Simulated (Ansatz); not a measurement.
# Anharmonic phonons and stability of La2O3 (P-3m1), part 2 of 3

Aim: the vibrations and stability of La2O3 with thermal and zero-point motion included. The starting cell is a computed one from a database.

Ansatz 0.2.0; DFT PBE, scalar-relativistic, plane waves, PAW.

So far. Step 2 (Probe on a coarse mesh): The start is under 1.9 GPa at this level and looks like an insulator or semiconductor on this mesh. Step 4 (Relaxing to small residual forces and stress): The residual pressure is -3.9e-5 GPa, small enough for phonons. The relaxed cell has a = 3.940, c = 6.188 Å (conventional setting).

**5. Self-consistent phonons**

Displacements are drawn from a Gaussian whose width depends on temperature, the forces on them update the Gaussian until it is self-consistent, and the free energy's curvature decides stability.

Contents of input.yaml:

```yaml
crystal:
  lattice:
    - [3.9403863106, 0.0, 0.0]
    - [-1.9701931553, 3.4124746457, 0.0]
    - [0.0, 0.0, 6.1880679331]
  atoms:
    - { symbol: La, position: [0.6666666667, 0.3333333333, 0.7526165317] }
    - { symbol: La, position: [0.3333333333, 0.6666666667, 0.2473834683] }
    - { symbol: O, position: [0.6666666667, 0.3333333333, 0.3547202169] }
    - { symbol: O, position: [0.3333333333, 0.6666666667, 0.6452797831] }
    - { symbol: O, position: [0.0, 0.0, 0.0] }
kpoints:
  mp_grid: { grid: [6, 6, 2] }
hamiltonian:
  xc: pbe
scf:
  occupations: { method: fixed }
output:
  stress: true
  eigenvalues: true
phonons:
  method: fd
  dielectric: false
  supercell: [3, 3, 2]
  temperatures: { t_max: 1000, t_step: 50 }
  qpath:
    path:
      - [[0.0, 0.0, 0.0], [0.5, 0.0, 0.0], [0.33333333, 0.33333333, 0.0], [0.0, 0.0, 0.0], [0.0, 0.0, 0.5], [0.5, 0.0, 0.5], [0.33333333, 0.33333333, 0.5], [0.0, 0.0, 0.5]]
      - [[0.5, 0.0, 0.5], [0.5, 0.0, 0.0]]
      - [[0.33333333, 0.33333333, 0.0], [0.33333333, 0.33333333, 0.5]]
    npoints: 10
  self_consistent:
    temperatures: [50.0, 200.0, 400.0, 1200.0]
    max_frames: 128
    max_frequency_error: 2.0
```

The run is started by

```console
> ansatz run input.yaml --threads 18 --pin off --max-ram 92160MiB --backend cuda --events-out ev --progress --plain --runs-dir out
```

Numbers of over 12 decimals in the logs are rounded to 6 here.

What it wrote:

```text
[...]
Crystal: 90 atoms, lattice volume = 1497.738 Å³
Basis set: ecut = 420 eV, 29333 PW (Γ), exchange–correlation on 160×160×180 points (8 copies of the dense FFT grid, shifted against one another)
Bands: 450, of which v1, the nominal top of the filled ones, is band 360 counted from 1 (359 counted from 0)
Symmetry: 216 space group operations
k-points: 2 of 4
[...]
SCF iter   1: F=—  HF=-255817.200561 eV  |F-HF|=—  |Δ(HF+E_count)|=         —  Δρ=4.44e-8  dr2=2.57e-11  ethr=1.00e-12  ⟨swp⟩=3.0  Hψ=2197  notcnv=0
[...]
SCF iter   2: F=-255817.200561 eV  HF=-255817.200561 eV  |F-HF|=5.82e-11  |Δ(HF+E_count)|=  8.73e-11  Δρ=2.03e-8  dr2=6.18e-12  ethr=1.00e-12  ⟨swp⟩=4.0  Hψ=2298  notcnv=0
SCF 1 converged in 2 iterations: F = -255817.200561 eV  dr2 = 6.18e-12
[...]
Symmetry: 2 space group operations
k-points: 3 of 4
[...]
SCF iter   2: F=—  HF=-255817.200550 eV  |F-HF|=—  |Δ(HF+E_count)|=   8.88e-4  Δρ=1.57e-5  dr2=2.26e-6  ethr=1.02e-9  ⟨swp⟩=2.0  Hψ=2178  notcnv=0  defer=15
[...]
SCF iter   9: F=-255817.200550 eV  HF=-255817.200550 eV  |F-HF|=8.73e-11  |Δ(HF+E_count)|=  2.91e-11  Δρ=1.77e-8  dr2=4.18e-12  ethr=1.00e-12  ⟨swp⟩=5.0  Hψ=4881  notcnv=0
SCF 2 converged in 9 iterations: F = -255817.200550 eV  dr2 = 4.18e-12
[...]
SCF iter  10: F=-255817.200532 eV  HF=-255817.200532 eV  |F-HF|=8.73e-11  |Δ(HF+E_count)|=  8.73e-11  Δρ=7.24e-9  dr2=9.65e-13  ethr=1.00e-12  ⟨swp⟩=5.0  Hψ=4709  notcnv=0
SCF 3 converged in 10 iterations: F = -255817.200532 eV  dr2 = 9.65e-13
[...]
SCF iter   3: F=—  HF=-255817.200518 eV  |F-HF|=—  |Δ(HF+E_count)|=   5.53e-9  Δρ=9.44e-7  dr2=3.55e-9  ethr=1.82e-12  ⟨swp⟩=2.0  Hψ=1582  notcnv=0  defer=252
[...]
q 0.0000 0.0000 0.0000
            97.27      101.10 ±  0.63       93.87 ±  0.91
            97.27      101.10 ±  0.63       93.87 ±  0.91
           164.25      187.06 ±  0.87      167.63 ±  4.34
           164.25      206.09 ±  1.56      174.23 ±  3.54
           173.56      216.20 ±  0.43      195.74 ±  0.85
           180.65      216.20 ±  0.43      195.74 ±  0.85
           343.37      356.51 ±  1.44      331.41 ±  2.78
           343.37      356.51 ±  1.44      331.41 ±  2.78
           378.45      381.15 ±  1.29      356.86 ±  2.78
           378.45      385.31 ±  0.71      359.08 ±  1.26
           381.43      385.31 ±  0.71      359.08 ±  1.26
           425.93      431.50 ±  1.31      399.45 ±  2.71
      q 0.0000 0.0000 0.5000
            56.19       65.15 ±  0.25       58.18 ±  1.04
            56.19       65.15 ±  0.25       58.18 ±  1.04
            86.08       83.26 ±  0.25       80.48 ±  0.43
            86.08       83.26 ±  0.25       80.48 ±  0.43
            96.93      102.61 ±  0.52       94.98 ±  1.46
           140.16      144.77 ±  0.92      130.39 ±  1.50
           164.94      214.95 ±  0.77      193.45 ±  2.30
           164.94      214.95 ±  0.77      193.45 ±  2.30
           333.25      343.35 ±  0.94      317.26 ±  1.35
           333.25      343.35 ±  0.94      317.26 ±  1.35
           378.11      376.13 ±  1.76      353.03 ±  3.05
           384.92      394.38 ±  1.05      368.63 ±  3.11
           384.92      394.38 ±  1.05      368.63 ±  3.11
           392.34      414.69 ±  2.08      402.62 ±  6.96
           493.04      489.80 ±  1.65      461.36 ± 14.85
      q 0.0000 0.3333 0.0000, and 5 like it
            64.79       66.84 ±  0.18       61.73 ±  0.32
            79.01       86.91 ±  0.19       79.74 ±  1.21
           104.31      120.37 ±  0.31      112.91 ±  0.76
           105.65      135.04 ±  0.33      121.19 ±  1.28
           156.46      163.36 ±  0.43      143.89 ±  0.82
           178.16      183.54 ±  0.25      172.48 ±  0.47
           193.02      230.70 ±  0.58      206.95 ±  1.26
           196.38      232.01 ±  0.71      211.27 ±  0.93
           250.27      262.93 ±  0.39      236.26 ±  1.88
           277.96      287.50 ±  0.76      262.21 ±  1.70
           312.99      329.04 ±  0.66      301.28 ±  1.20
           352.85      356.95 ±  0.69      335.90 ±  1.65
           380.40      387.02 ±  0.37      363.11 ±  0.77
[...]
q 0.0000 0.3333 0.5000, and 5 like it
[...]
q 0.3333 0.3333 0.0000, and 1 like it
[...]
q 0.3333 0.3333 0.5000, and 1 like it
[...]
128.39      160.99 ±  0.28      151.25 ±  1.44
           128.39      176.00 ±  0.50      152.74 ±  2.26
           160.05      176.00 ±  0.50      152.74 ±  2.26
           231.49      239.59 ±  0.44      221.38 ±  0.98
           231.49      239.59 ±  0.44      221.38 ±  0.98
           251.04      272.72 ±  0.42      257.51 ±  0.79
           287.85      296.30 ±  0.28      268.35 ±  2.23
           287.85      296.30 ±  0.28      268.35 ±  2.23
           294.52      311.84 ±  1.39      282.23 ±  2.84
           402.04      407.94 ±  0.71      389.04 ±  1.53
           488.25      496.05 ±  0.72      460.92 ±  2.72
           488.25      496.05 ±  0.72      460.92 ±  2.72
```

Wall time 7.4 min (1 × NVIDIA GB200 with 18 threads of Arm Neoverse V2, shared host); peak memory 3.2 GiB.

This step gave:

```yaml
point_group: -3m
frames_solved: 86
pressure_of_the_lattice_at_rest: 0.004182 GPa
```

50 K; each column in its own order of rank; one wavevector of each set of like ones; translations left out; no LO-TO term. Modes at 50K, by row, the first 40 of 87 rows:

| q1 | q2 | q3 | rank | harmonic (cm⁻¹) | gaussian (cm⁻¹) | gaussian error (cm⁻¹) | hessian (cm⁻¹) | hessian error (cm⁻¹) | path integral (cm⁻¹) | path integral error (cm⁻¹) |
| --- | --- | --- | --- | --- | --- | --- | --- | --- | --- | --- |
| 0 | 0 | 0 | 1 | 97.3 | 98.2 | 0.1 | 97.5 | 0.3 | 97.5 | 0.2 |
| 0 | 0 | 0 | 2 | 97.3 | 98.2 | 0.1 | 97.5 | 0.3 | 97.5 | 0.2 |
| 0 | 0 | 0 | 3 | 164.3 | 173.3 | 0.4 | 171.6 | 0.4 | 171.4 | 0.4 |
| 0 | 0 | 0 | 4 | 164.3 | 173.3 | 0.4 | 171.6 | 0.4 | 171.4 | 0.4 |
| 0 | 0 | 0 | 5 | 173.6 | 178.8 | 0.6 | 176.2 | 10.9 | 175.8 | 0.7 |
| 0 | 0 | 0 | 6 | 180.7 | 181.4 | 0.5 | 179.4 | 2.6 | 179.4 | 0.7 |
| 0 | 0 | 0 | 7 | 343.4 | 346.5 | 0.3 | 343.9 | 2 | 343.7 | 0.4 |
| 0 | 0 | 0 | 8 | 343.4 | 346.5 | 0.3 | 343.9 | 2 | 343.7 | 0.4 |
| 0 | 0 | 0 | 9 | 378.5 | 380.6 | 0.2 | 378 | 0.4 | 378.3 | 0.9 |
| 0 | 0 | 0 | 10 | 378.5 | 380.9 | 0.2 | 378.1 | 1.9 | 378.5 | 0.6 |
| 0 | 0 | 0 | 11 | 381.4 | 380.9 | 0.2 | 378.1 | 1.9 | 378.5 | 0.6 |
| 0 | 0 | 0 | 12 | 425.9 | 427.9 | 1.1 | 424.5 | 1.3 | 424.7 | 1.2 |
| 0 | 0 | 0.5 | 1 | 56.2 | 57.5 | 0.2 | 56.6 | 0.2 | 56.6 | 0.1 |
| 0 | 0 | 0.5 | 2 | 56.2 | 57.5 | 0.2 | 56.6 | 0.2 | 56.6 | 0.1 |
| 0 | 0 | 0.5 | 3 | 86.1 | 86 | 0.2 | 85.6 | 0.3 | 85.7 | 0.2 |
| 0 | 0 | 0.5 | 4 | 86.1 | 86 | 0.2 | 85.6 | 0.3 | 85.7 | 0.2 |
| 0 | 0 | 0.5 | 5 | 96.9 | 97.5 | 0.3 | 96.4 | 0.5 | 96.5 | 0.3 |
| 0 | 0 | 0.5 | 6 | 140.2 | 141.2 | 0.5 | 139.8 | 1.2 | 139.9 | 0.5 |
| 0 | 0 | 0.5 | 7 | 164.9 | 173.4 | 0.6 | 171.6 | 0.6 | 171.4 | 0.6 |
| 0 | 0 | 0.5 | 8 | 164.9 | 173.4 | 0.6 | 171.6 | 0.6 | 171.4 | 0.6 |
| 0 | 0 | 0.5 | 9 | 333.3 | 336.2 | 0.7 | 333.5 | 1 | 333.3 | 0.8 |
| 0 | 0 | 0.5 | 10 | 333.3 | 336.2 | 0.7 | 333.5 | 1 | 333.3 | 0.8 |
| 0 | 0 | 0.5 | 11 | 378.1 | 379 | 0.4 | 376.7 | 3.7 | 377.4 | 1 |
| 0 | 0 | 0.5 | 12 | 384.9 | 387.8 | 0.9 | 385.1 | 1.3 | 384.8 | 0.8 |
| 0 | 0 | 0.5 | 13 | 384.9 | 387.8 | 0.9 | 385.1 | 1.3 | 384.8 | 0.8 |
| 0 | 0 | 0.5 | 14 | 392.3 | 396.9 | 0.3 | 396 | 1.2 | 395.8 | 0.3 |
| 0 | 0 | 0.5 | 15 | 493 | 493.1 | 2.2 | 490.1 | 19.1 | 490.1 | 1.9 |
| 0 | 0.3333 | 0 | 1 | 64.8 | 64.9 | 0.4 | 64.4 | 0.4 | 64.4 | 0.4 |
| 0 | 0.3333 | 0 | 2 | 79 | 81.3 | 0.4 | 80.6 | 0.5 | 80.5 | 0.2 |
| 0 | 0.3333 | 0 | 3 | 104.3 | 108.1 | 0.1 | 107.1 | 0.3 | 107 | 0.1 |
| 0 | 0.3333 | 0 | 4 | 105.6 | 111.4 | 0.2 | 109.8 | 1.1 | 109.8 | 0.2 |
| 0 | 0.3333 | 0 | 5 | 156.5 | 157.8 | 0.2 | 156 | 0.3 | 155.9 | 0.3 |
| 0 | 0.3333 | 0 | 6 | 178.2 | 179.2 | 0.3 | 177.8 | 0.4 | 177.7 | 0.3 |
| 0 | 0.3333 | 0 | 7 | 193 | 198.4 | 0.6 | 196.9 | 0.7 | 196.8 | 0.6 |
| 0 | 0.3333 | 0 | 8 | 196.4 | 202.4 | 0.3 | 200.1 | 0.5 | 200.1 | 0.3 |
| 0 | 0.3333 | 0 | 9 | 250.3 | 252.3 | 0.3 | 250.6 | 0.3 | 250.4 | 0.4 |
| 0 | 0.3333 | 0 | 10 | 278 | 279.5 | 0.5 | 276.4 | 2.3 | 276.3 | 0.5 |
| 0 | 0.3333 | 0 | 11 | 313 | 316.7 | 0.3 | 313.7 | 1.2 | 313.4 | 0.4 |
| 0 | 0.3333 | 0 | 12 | 352.8 | 353.5 | 0.3 | 351.3 | 1.6 | 351 | 0.4 |
| 0 | 0.3333 | 0 | 13 | 380.4 | 382.9 | 0.2 | 380.5 | 0.5 | 380.3 | 0.3 |

200 K; each column in its own order of rank; one wavevector of each set of like ones; translations left out; no LO-TO term. Modes at 200K, by row, the first 40 of 87 rows:

| q1 | q2 | q3 | rank | harmonic (cm⁻¹) | gaussian (cm⁻¹) | gaussian error (cm⁻¹) | hessian (cm⁻¹) | hessian error (cm⁻¹) | path integral (cm⁻¹) | path integral error (cm⁻¹) |
| --- | --- | --- | --- | --- | --- | --- | --- | --- | --- | --- |
| 0 | 0 | 0 | 1 | 97.3 | 98.5 | 0.1 | 96.6 | 0.5 | 96.4 | 0.2 |
| 0 | 0 | 0 | 2 | 97.3 | 98.5 | 0.1 | 96.6 | 0.5 | 96.4 | 0.2 |
| 0 | 0 | 0 | 3 | 164.3 | 179.6 | 0.6 | 175.1 | 0.9 | 174.8 | 0.7 |
| 0 | 0 | 0 | 4 | 164.3 | 179.6 | 0.6 | 175.1 | 0.9 | 174.8 | 0.7 |
| 0 | 0 | 0 | 5 | 173.6 | 182.4 | 0.3 | 177 | 1.1 | 176.6 | 1.1 |
| 0 | 0 | 0 | 6 | 180.7 | 183.1 | 0.9 | 177.4 | 0.5 | 176.6 | 0.6 |
| 0 | 0 | 0 | 7 | 343.4 | 346.7 | 0.3 | 341.3 | 0.3 | 340.8 | 0.5 |
| 0 | 0 | 0 | 8 | 343.4 | 346.7 | 0.3 | 341.3 | 0.3 | 340.8 | 0.5 |
| 0 | 0 | 0 | 9 | 378.5 | 381.1 | 0.5 | 375.1 | 2.3 | 374 | 1.1 |
| 0 | 0 | 0 | 10 | 378.5 | 381.1 | 0.5 | 375.6 | 0.6 | 374.9 | 0.7 |
| 0 | 0 | 0 | 11 | 381.4 | 381.1 | 1 | 375.6 | 0.6 | 374.9 | 0.7 |
| 0 | 0 | 0 | 12 | 425.9 | 429.3 | 1.3 | 420.9 | 1.4 | 418.4 | 1.9 |
| 0 | 0 | 0.5 | 1 | 56.2 | 58.4 | 0.2 | 56.3 | 0.5 | 56.3 | 0.3 |
| 0 | 0 | 0.5 | 2 | 56.2 | 58.4 | 0.2 | 56.3 | 0.5 | 56.3 | 0.3 |
| 0 | 0 | 0.5 | 3 | 86.1 | 85.8 | 0.1 | 85.1 | 0.1 | 84.9 | 0.1 |
| 0 | 0 | 0.5 | 4 | 86.1 | 85.8 | 0.1 | 85.1 | 0.1 | 84.9 | 0.1 |
| 0 | 0 | 0.5 | 5 | 96.9 | 98.2 | 0.7 | 95.5 | 0.8 | 95.2 | 0.7 |
| 0 | 0 | 0.5 | 6 | 140.2 | 141.8 | 0.6 | 138.4 | 0.7 | 138 | 0.5 |
| 0 | 0 | 0.5 | 7 | 164.9 | 180 | 0.5 | 175.3 | 1.1 | 174.9 | 0.6 |
| 0 | 0 | 0.5 | 8 | 164.9 | 180 | 0.5 | 175.3 | 1.1 | 174.9 | 0.6 |
| 0 | 0 | 0.5 | 9 | 333.3 | 336.9 | 0.3 | 331.5 | 0.8 | 331.5 | 0.5 |
| 0 | 0 | 0.5 | 10 | 333.3 | 336.9 | 0.3 | 331.5 | 0.8 | 331.5 | 0.5 |
| 0 | 0 | 0.5 | 11 | 378.1 | 378.7 | 0.6 | 373.6 | 1.1 | 372.9 | 0.8 |
| 0 | 0 | 0.5 | 12 | 384.9 | 387.8 | 0.2 | 382.3 | 0.3 | 381.8 | 0.7 |
| 0 | 0 | 0.5 | 13 | 384.9 | 387.8 | 0.2 | 382.3 | 0.3 | 381.8 | 0.7 |
| 0 | 0 | 0.5 | 14 | 392.3 | 401 | 1.6 | 398.4 | 2.6 | 398.6 | 1.7 |
| 0 | 0 | 0.5 | 15 | 493 | 491.6 | 0.7 | 484.7 | 5.7 | 482.8 | 1.4 |
| 0 | 0.3333 | 0 | 1 | 64.8 | 65.4 | 0.1 | 64.1 | 0.1 | 64.1 | 0.1 |
| 0 | 0.3333 | 0 | 2 | 79 | 82.5 | 0.1 | 80.5 | 0.3 | 80.5 | 0.1 |
| 0 | 0.3333 | 0 | 3 | 104.3 | 110.7 | 0.1 | 108.4 | 0.1 | 108.3 | 0.1 |
| 0 | 0.3333 | 0 | 4 | 105.6 | 115.8 | 0.1 | 111.9 | 0.2 | 111.6 | 0.2 |
| 0 | 0.3333 | 0 | 5 | 156.5 | 159 | 0.1 | 154.5 | 0.3 | 153.9 | 0.2 |
| 0 | 0.3333 | 0 | 6 | 178.2 | 179.6 | 0.1 | 176.6 | 0.1 | 176.1 | 0.1 |
| 0 | 0.3333 | 0 | 7 | 193 | 203.3 | 0.3 | 199.3 | 0.7 | 199.2 | 0.3 |
| 0 | 0.3333 | 0 | 8 | 196.4 | 207 | 0.2 | 201.5 | 1.3 | 201 | 0.3 |
| 0 | 0.3333 | 0 | 9 | 250.3 | 253.9 | 0.2 | 249.6 | 0.3 | 249.3 | 0.3 |
| 0 | 0.3333 | 0 | 10 | 278 | 280.5 | 0.2 | 273.4 | 0.5 | 272.6 | 0.4 |
| 0 | 0.3333 | 0 | 11 | 313 | 317.5 | 0.1 | 311.7 | 0.4 | 311.4 | 0.5 |
| 0 | 0.3333 | 0 | 12 | 352.8 | 354.6 | 0.2 | 349.6 | 0.5 | 348.7 | 0.4 |
| 0 | 0.3333 | 0 | 13 | 380.4 | 382.5 | 0.1 | 377.6 | 0.4 | 377 | 0.4 |

400 K; each column in its own order of rank; one wavevector of each set of like ones; translations left out; no LO-TO term. Modes at 400K, by row, the first 40 of 87 rows:

| q1 | q2 | q3 | rank | harmonic (cm⁻¹) | gaussian (cm⁻¹) | gaussian error (cm⁻¹) | hessian (cm⁻¹) | hessian error (cm⁻¹) | path integral (cm⁻¹) | path integral error (cm⁻¹) |
| --- | --- | --- | --- | --- | --- | --- | --- | --- | --- | --- |
| 0 | 0 | 0 | 1 | 97.3 | 98.7 | 0.4 | 95.5 | 0.6 | 95 | 0.4 |
| 0 | 0 | 0 | 2 | 97.3 | 98.7 | 0.4 | 95.5 | 0.6 | 95 | 0.4 |
| 0 | 0 | 0 | 3 | 164.3 | 184.2 | 0.7 | 175.3 | 2.5 | 173.8 | 1.4 |
| 0 | 0 | 0 | 4 | 164.3 | 188.2 | 0.7 | 180 | 1.2 | 179.7 | 0.8 |
| 0 | 0 | 0 | 5 | 173.6 | 188.2 | 0.7 | 180 | 1.2 | 179.7 | 0.8 |
| 0 | 0 | 0 | 6 | 180.7 | 192.4 | 1.8 | 181.2 | 2.2 | 180.4 | 2.2 |
| 0 | 0 | 0 | 7 | 343.4 | 349 | 1.4 | 339.1 | 1.6 | 338.6 | 1.6 |
| 0 | 0 | 0 | 8 | 343.4 | 349 | 1.4 | 339.1 | 1.6 | 338.6 | 1.6 |
| 0 | 0 | 0 | 9 | 378.5 | 381.3 | 0.9 | 370.7 | 2 | 367.9 | 2 |
| 0 | 0 | 0 | 10 | 378.5 | 381.9 | 0.6 | 371.8 | 0.8 | 370.8 | 1.3 |
| 0 | 0 | 0 | 11 | 381.4 | 381.9 | 0.6 | 371.8 | 0.8 | 370.8 | 1.3 |
| 0 | 0 | 0 | 12 | 425.9 | 428 | 1.3 | 413.1 | 2.4 | 404.8 | 3.1 |
| 0 | 0 | 0.5 | 1 | 56.2 | 60.5 | 0.2 | 57.2 | 0.5 | 56.9 | 0.4 |
| 0 | 0 | 0.5 | 2 | 56.2 | 60.5 | 0.2 | 57.2 | 0.5 | 56.9 | 0.4 |
| 0 | 0 | 0.5 | 3 | 86.1 | 85.3 | 0.3 | 84 | 0.4 | 83.7 | 0.3 |
| 0 | 0 | 0.5 | 4 | 86.1 | 85.3 | 0.3 | 84 | 0.4 | 83.7 | 0.3 |
| 0 | 0 | 0.5 | 5 | 96.9 | 99.6 | 0.5 | 95.2 | 0.7 | 94.5 | 0.8 |
| 0 | 0 | 0.5 | 6 | 140.2 | 142.8 | 0.2 | 136.5 | 0.6 | 135.6 | 0.7 |
| 0 | 0 | 0.5 | 7 | 164.9 | 189.8 | 0.5 | 181.3 | 0.7 | 181 | 0.8 |
| 0 | 0 | 0.5 | 8 | 164.9 | 189.8 | 0.5 | 181.3 | 0.7 | 181 | 0.8 |
| 0 | 0 | 0.5 | 9 | 333.3 | 339.4 | 0.5 | 329.4 | 0.7 | 328.1 | 1.2 |
| 0 | 0 | 0.5 | 10 | 333.3 | 339.4 | 0.5 | 329.4 | 0.7 | 328.1 | 1.2 |
| 0 | 0 | 0.5 | 11 | 378.1 | 380.4 | 1.2 | 370.9 | 1.2 | 368.5 | 2 |
| 0 | 0 | 0.5 | 12 | 384.9 | 389.3 | 0.9 | 379.3 | 1.3 | 378.6 | 1.4 |
| 0 | 0 | 0.5 | 13 | 384.9 | 389.3 | 0.9 | 379.3 | 1.3 | 378.6 | 1.4 |
| 0 | 0 | 0.5 | 14 | 392.3 | 404.9 | 5.5 | 400.4 | 7.3 | 399.1 | 4.4 |
| 0 | 0 | 0.5 | 15 | 493 | 491.1 | 2.3 | 478.6 | 12.1 | 474.9 | 3.1 |
| 0 | 0.3333 | 0 | 1 | 64.8 | 66 | 0.2 | 63.7 | 0.3 | 63.5 | 0.2 |
| 0 | 0.3333 | 0 | 2 | 79 | 83.9 | 0.1 | 80.7 | 0.2 | 80.4 | 0.2 |
| 0 | 0.3333 | 0 | 3 | 104.3 | 114.1 | 0.1 | 110.2 | 0.3 | 110.2 | 0.3 |
| 0 | 0.3333 | 0 | 4 | 105.6 | 121.2 | 0.3 | 114.5 | 0.7 | 113.8 | 0.5 |
| 0 | 0.3333 | 0 | 5 | 156.5 | 160.6 | 0.2 | 152.5 | 0.3 | 150.5 | 0.5 |
| 0 | 0.3333 | 0 | 6 | 178.2 | 180.6 | 0.2 | 175.4 | 0.5 | 174.5 | 0.4 |
| 0 | 0.3333 | 0 | 7 | 193 | 209.7 | 0.5 | 202.3 | 0.8 | 202.4 | 0.6 |
| 0 | 0.3333 | 0 | 8 | 196.4 | 213.5 | 0.2 | 203.5 | 0.4 | 202.9 | 0.5 |
| 0 | 0.3333 | 0 | 9 | 250.3 | 256.2 | 0.2 | 247.8 | 0.5 | 245.9 | 0.6 |
| 0 | 0.3333 | 0 | 10 | 278 | 281.9 | 0.4 | 269.5 | 0.6 | 266.9 | 0.8 |
| 0 | 0.3333 | 0 | 11 | 313 | 319.3 | 0.4 | 308.5 | 0.6 | 307.3 | 0.6 |
| 0 | 0.3333 | 0 | 12 | 352.8 | 355.2 | 0.6 | 346.2 | 0.8 | 343.9 | 0.9 |
| 0 | 0.3333 | 0 | 13 | 380.4 | 384 | 0.4 | 374.8 | 0.6 | 373.7 | 0.7 |

[end of part 2 of 3]

[Logs are printed without paths, hosts, clocks, repeated set-up lines and the standing remarks that a program may print on its own settings, such as how far it seeks lower states.]

[Hosts, paths, dates, database ids (printed as entryN), source tags and the programs' standing remarks are cut or masked in the printed files.]

[A step with changed settings may run another functional than the one named; its input shows which.]
